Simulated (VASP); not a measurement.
# Fe (Fmmm) in VASP: further runs

The runs below take Fe through single point, with PBEsol.

Everything below comes from runs of VASP 6.6.1. Logs are shortened: lines on timing, memory, paths and dates and some standing lists are left out, and cuts for length are marked.

## Step 1: The structure

Symmetry: Fmmm, No. 69, orthorhombic system. Conventional cell: a = 2.997 Å, b = 3.883 Å, c = 3.930 Å, α = 90.00°, β = 90.00°, γ = 90.00°. Fe (site symmetry mmm) has 12 Fe at 2.45 to 2.76 Å as nearest neighbours.

## Step 2: Single point, PBEsol, collinear spin, ferromagnetic start

INCAR reads:

```
  PREC = Accurate
  ENCUT = 700
  EDIFF = 1E-6
  ISMEAR = 1
  SIGMA = 0.1
  LREAL = False
  LASPH = True
  NELM = 100
  ALGO = Normal
  ISIF = 2
  LWAVE = False
  LCHARG = False
  ISPIN = 2
  MAGMOM = 3
  LORBIT = 11
  LMAXMIX = 4
  GGA = PS
  NBANDS = 14
  ADDGRID = False
```

KPOINTS reads:

```
Automatic mesh
0
Gamma
  9 9 9
```

POSCAR reads:

```
Fe
1.0
    0.0000000000      1.9417396906      1.9651051623
    1.4984397099      0.0000000000      1.9651051623
    1.4984397099      1.9417396906      0.0000000000
Fe
1
Direct
    0.0000000000      0.0000000000      0.0000000000
```

Potentials or basis: VASP PAW PBE potentials, release 64 (Fe).

The run is started by

```bash
cat potpaw_PBE.64/Fe/POTCAR > POTCAR
mpirun -np 1 vasp_std > vasp.out
```

OUTCAR:

```text
PREC = Accurate
   ENCUT = 700
   EDIFF = 1E-6
   ISMEAR = 1
   LREAL = False
   LASPH = True
   NELM = 100
   ISIF = 2
   ISPIN = 2
   LORBIT = 11
   GGA = PS

 Found    125 irreducible k-points:

 Following reciprocal coordinates:
            Coordinates               Weight
  0.000000  0.000000  0.000000      1.000000
  0.111111  0.000000 -0.000000      8.000000
  0.222222  0.000000  0.000000      8.000000
  0.333333  0.000000  0.000000      8.000000
  0.444444  0.000000  0.000000      8.000000
  0.111111  0.111111  0.000000      2.000000
   k-points           NKPTS =    125   k-points in BZ     NKDIM =    125   number of bands    NBANDS=     14
   number of dos      NEDOS =    301   number of ions     NIONS =      1
   total plane-waves  NPLWV =  13824
   dimension x,y,z NGX =    24 NGY =   24 NGZ =   24
   dimension x,y,z NGXF=    48 NGYF=   48 NGZF=   48
   ions per type =               1
   NGX,Y,Z   is equivalent  to a cutoff of  14.44, 16.15, 16.27 a.u.
   NGXF,Y,Z  is equivalent  to a cutoff of  28.89, 32.29, 32.53 a.u.
 SYSTEM =  unknown system
   PREC   = accura    normal or accurate (medium, high low for compatibility)
   ISTART =      0    job   : 0-new  1-cont  2-samecut
   ICHARG =      2    charge: 1-file 2-atom 10-const
   ISPIN  =      2    spin polarized calculation?
   LNONCOLLINEAR =      F non collinear calculations
   LSORBIT =      F    spin-orbit coupling
   LASPH  =      T    aspherical Exc in radial PAW
   ENCUT  =  700.0 eV  51.45 Ry    7.17 a.u.   5.96  5.33  5.29*2*pi/ulx,y,z
   NELM   =    100;   NELMIN=  2; NELMDL= -5     # of ELM steps
   EDIFF  = 0.1E-05   stopping-criterion for ELM
   LREAL  =      F    real-space projection
   EDIFFG = 0.1E-04   stopping-criterion for IOM
   NSW    =      0    number of steps for IOM
   IBRION =     -1    ionic relax: 0-MD 1-quasi-New 2-CG
   NFREE  =      0    steps in history (QN), initial steepest desc. (CG)
   ISIF   =      2    stress and relaxation
   ISYM   =      2    0-nonsym 1-usesym 2-fastsym
   POTIM  = 0.5000    time-step for ionic-motion
   TEBEG  =    0.0;   TEEND  =   0.0 temperature during run
   PSTRESS=    0.0 pullay stress
   NELECT =       8.0000    total number of electrons
   NUPDOWN=      -1.0000    fix difference up-down
   EMIN   =  10.00;   EMAX   =-10.00  energy-range for DOS
   EFERMI =   0.00;   METHOD = LEGACY
   ISMEAR =     1;   SIGMA  =   0.10  broadening in eV -4-tet -1-fermi 0-gaus
   EFERMI_NEDOS =   21; number of points for ismear=-14 and -15
   IALGO  =     38    algorithm
   IMIX   =      4    mixing-type and parameters
     AMIX     =   0.40;   BMIX     =  1.00
     AMIX_MAG =   1.60;   BMIX_MAG =  1.00
  volume/ion in A,a.u.               =      11.44        77.17
  Fermi-wavevector in a.u.,A,eV,Ry     =   1.453303  2.746344 28.736719  2.112089
  Thomas-Fermi vector in A             =   2.570585
   LORBIT       =     11    0 simple, 1 ext, 2 COOP (PROOUT), +10 PAW based schemes
   GGA     = PS    functional components
   LHFCALC =     F    Hartree Fock is set to
   AEXX    =    0.0000 exact exchange contribution
   IVDW    =     0    specifies the selected vdW correction
   LEPSILON=     F    determine dielectric tensor
   LRPA    =     F    only Hartree local field effects (RPA)
 spin polarized calculation
 Methfessel and Paxton  Order N= 1 SIGMA  =   0.10
  energy-cutoff  :      700.00
  volume of cell :       11.44
 maximum number of plane-waves:       492
   NGX = 11   NGY = 11   NGZ = 11

 number of electron       7.9999999 magnetization       2.1777705

 Free energy of the ion-electron system (eV)
  ---------------------------------------------------
  ext. energy  EPLUGINS =         0.00000000
  ---------------------------------------------------
  free energy    TOTEN  =        -8.88136795 eV

  energy without entropy =       -8.88126669  energy(sigma->0) =       -8.88133420

 E-fermi :   5.5914     XC(G=0): -13.2407

 val. band max:        5.5883781714   @ k =  -0.1111   0.4444   0.3333
 cond. band min:       5.6125560077   @ k =   0.4444   0.2222   0.2222
 fundamental gap:      0.0241778363
 Fermi energy:         5.5913543451

 spin component 1

 k-point     1 :       0.0000    0.0000    0.0000
  band No.  band energies     occupation
      1      -2.8889      1.00000
      2       3.1593      1.00000
      3       3.2490      1.00000
      4       3.5926      1.00000
      5       4.3136      1.00000
      6       4.7052      1.00000
      7      29.3768      0.00000
      8      30.8532      0.00000
      9      31.1167      0.00000
     10      35.0488      0.00000
     11      36.1056      0.00000
     12      36.3696      0.00000
     13      36.8716      0.00000
     14      36.9638      0.00000

 k-point     2 :       0.1111    0.0000   -0.0000
  band No.  band energies     occupation
      1      -2.3984      1.00000
      2       3.1674      1.00000
      3       3.2412      1.00000
      4       3.7170      1.00000
      5       4.2456      1.00000
      6       4.6557      1.00000
      7      27.1629      0.00000
      8      29.5975      0.00000
      9      30.6130      0.00000
     10      33.7629      0.00000
     11      34.6172      0.00000
     12      35.0459      0.00000
     13      36.9430      0.00000
     14      39.2014      0.00000

 k-point     3 :       0.2222    0.0000    0.0000
  band No.  band energies     occupation
      1      -1.0746      1.00000
      2       2.9751      1.00000
      3       3.1001      1.00000
      4       4.2085      1.00000
      5       4.3483      1.00000
      6       4.6200      1.00000
      7      22.1335      0.00000
      8      27.6200      0.00000
      9      29.8517      0.00000
     10      31.5090      0.00000
     11      33.1553      0.00000
     12      35.1125      0.00000
     13      38.7961      0.00000
     14      42.4138      0.00000

 k-point     4 :       0.3333    0.0000    0.0000
  band No.  band energies     occupation
      1       0.3128      1.00000
      2       2.6593      1.00000
      3       3.5280      1.00000
      4       4.2913      1.00000
      5       4.7142      1.00000
      6       5.2084      1.00000
      7      17.1452      0.00000
      8      25.6813      0.00000
      9      28.2434      0.00000
     10      29.9070      0.00000
     11      32.9524      0.00000
     12      37.1251      0.00000
     13      39.7936      0.00000
     14      47.0630      0.00000

 k-point     5 :       0.4444    0.0000    0.0000
  band No.  band energies     occupation
      1       0.6861      1.00000
      2       2.4553      1.00000
      3       4.2422      1.00000
      4       4.8235      1.00000
      5       5.3883      1.00725
      6       5.8363     -0.00145
      7      13.2996      0.00000
      8      24.5770      0.00000
      9      26.7604      0.00000
     10      29.5801      0.00000
     11      33.1122      0.00000
     12      37.8933      0.00000
     13      41.8874      0.00000
     14      46.3489      0.00000

 k-point     6 :       0.1111    0.1111    0.0000
  band No.  band energies     occupation
      1      -2.3652      1.00000
      2       2.9976      1.00000
      3       3.5183      1.00000
      4       3.5217      1.00000
      5       4.3731      1.00000
      6       4.6214      1.00000
      7      28.2444      0.00000
      8      29.0559      0.00000
      9      29.5224      0.00000
     10      32.5855      0.00000
     11      34.9198      0.00000
     12      35.5200      0.00000
     13      38.3518      0.00000
     14      38.5488      0.00000

 [... further k-points ...]

 spin component 2

 k-point     1 :       0.0000    0.0000    0.0000
  band No.  band energies     occupation
      1      -2.6177      1.00000
      2       4.9884      1.00000
      3       5.1284      1.00000
      4       5.6184      0.28004
      5       6.8274     -0.00000
      6       7.4195     -0.00000
      7      29.2761      0.00000
      8      30.8081      0.00000
      9      31.1002      0.00000
     10      35.4954      0.00000
     11      36.2849      0.00000
     12      37.3660      0.00000
     13      37.5911      0.00000
     14      37.6773      0.00000

 k-point     2 :       0.1111    0.0000   -0.0000
  band No.  band energies     occupation
      1      -2.1237      1.00000
      2       4.9910      1.00000
      3       5.1199      1.00000
      4       5.7313     -0.03179
      5       6.7324     -0.00000
      6       7.3564     -0.00000
      7      27.4667      0.00000
      8      29.6319      0.00000
      9      30.7499      0.00000
     10      34.3314      0.00000
     11      35.2851      0.00000
     12      35.7111      0.00000
     13      37.3237      0.00000
     14      39.8927      0.00000

 k-point     3 :       0.2222    0.0000    0.0000
  band No.  band energies     occupation
      1      -0.7571      1.00000
      2       4.8092      1.00000
      3       4.8720      1.00000
      4       6.3887     -0.00000
      5       6.6291     -0.00000
      6       7.2951     -0.00000
      7      22.8043      0.00000
      8      27.7733      0.00000
      9      30.2871      0.00000
     10      32.2075      0.00000
     11      33.7762      0.00000
     12      35.4918      0.00000
     13      39.1845      0.00000
     14      42.9033      0.00000

 k-point     4 :       0.3333    0.0000    0.0000
  band No.  band energies     occupation
      1       0.9664      1.00000
      2       4.4641      1.00000
      3       4.8320      1.00000
      4       6.6817     -0.00000
      5       7.3293     -0.00000
      6       7.3554     -0.00000
      7      18.0822      0.00000
      8      25.8392      0.00000
      9      28.9307      0.00000
     10      30.4359      0.00000
     11      33.6261      0.00000
     12      37.5530      0.00000
     13      40.0480      0.00000
     14      47.4713      0.00000

 k-point     5 :       0.4444    0.0000    0.0000
  band No.  band energies     occupation
      1       1.8834      1.00000
      2       4.2292      1.00000
      3       5.7519     -0.02281
      4       6.7228     -0.00000
      5       7.4558     -0.00000
      6       8.0438      0.00000
      7      14.5836      0.00000
      8      24.7089      0.00000
      9      27.3771      0.00000
     10      30.1832      0.00000
     11      33.8559      0.00000
     12      38.1625      0.00000
     13      42.2151      0.00000
     14      47.1559      0.00000

 k-point     6 :       0.1111    0.1111    0.0000
  band No.  band energies     occupation
      1      -2.0900      1.00000
      2       4.7961      1.00000
      3       5.4244      1.01989
      4       5.5206      0.96258
      5       6.8947     -0.00000
      6       7.2983     -0.00000
      7      28.4532      0.00000
      8      29.1252      0.00000
      9      29.7460      0.00000
     10      33.4378      0.00000
     11      35.7765      0.00000
     12      35.7780      0.00000
     13      38.7696      0.00000
     14      38.9272      0.00000

 [... further k-points ...]

------------------------ aborting loop because EDIFF is reached ----------------------------------------

  FORCE on cell =-STRESS in cart. coord.  units (eV):
  Direction    XX          YY          ZZ          XY          YZ          ZX
  --------------------------------------------------------------------------------------
  -------------------------------------------------------------------------------------
  Total       -1.1782251     -0.5156535     -0.6664744      0.0000000      0.0000000      0.0000000
  in kB     -165.0793619    -72.2474382    -93.3787337      0.0000000      0.0000000      0.0000000
  external PRESSURE =    -110.2351779 kB  Pullay stress =       0.0000000 kB

 VOLUME and BASIS-vectors are now :
 -----------------------------------------------------------------------------
  energy-cutoff  :      700.00
  volume of cell :       11.44
      direct lattice vectors                 reciprocal lattice vectors
     0.000000000  1.941739691  1.965105162    -0.333680426  0.257501045  0.254439309
     1.498439710  0.000000000  1.965105162     0.333680426 -0.257501045  0.254439309
     1.498439710  1.941739691  0.000000000     0.333680426  0.257501045 -0.254439309

 POSITION                                       TOTAL-FORCE (eV/Angst)
 -----------------------------------------------------------------------------------
      0.00000      0.00000      0.00000         0.000000      0.000000      0.000000
 -----------------------------------------------------------------------------------
    total drift:                               -0.000000      0.000000     -0.000000

  FREE ENERGIE OF THE ION-ELECTRON SYSTEM (eV)
  ---------------------------------------------------
  free  energy   TOTEN  =        -8.8813679510 eV

  energy  without entropy=       -8.8812666884  energy(sigma->0) =       -8.88133420

 total charge

# of ion       s       p       d       tot
------------------------------------------
    1        0.488   0.537   6.235   7.260

 magnetization (x)

# of ion       s       p       d       tot
------------------------------------------
    1       -0.013  -0.042   2.221   2.165
```

Run time: 25 s. Hardware: 1 thread of Intel Xeon 6975P-C (Granite Rapids), shared host; peak memory 0.18 GiB.

These settings aren't checked as converged: the numbers below hold their error.

Results:

* Free energy: -8.8814 eV
* Pressure: -11.0 GPa
* Band gap on the k mesh: none (metal or under the smearing width)
* Net moment: 2.18 μB per cell
* Site moments: Fe +2.17 μB
* Valence electrons inside the program's atomic spheres: Fe 7.26

Caveat: the PAW data sets were made with another functional, which shifts forces and pressure a little.

(Continued in part 2 of 2.)
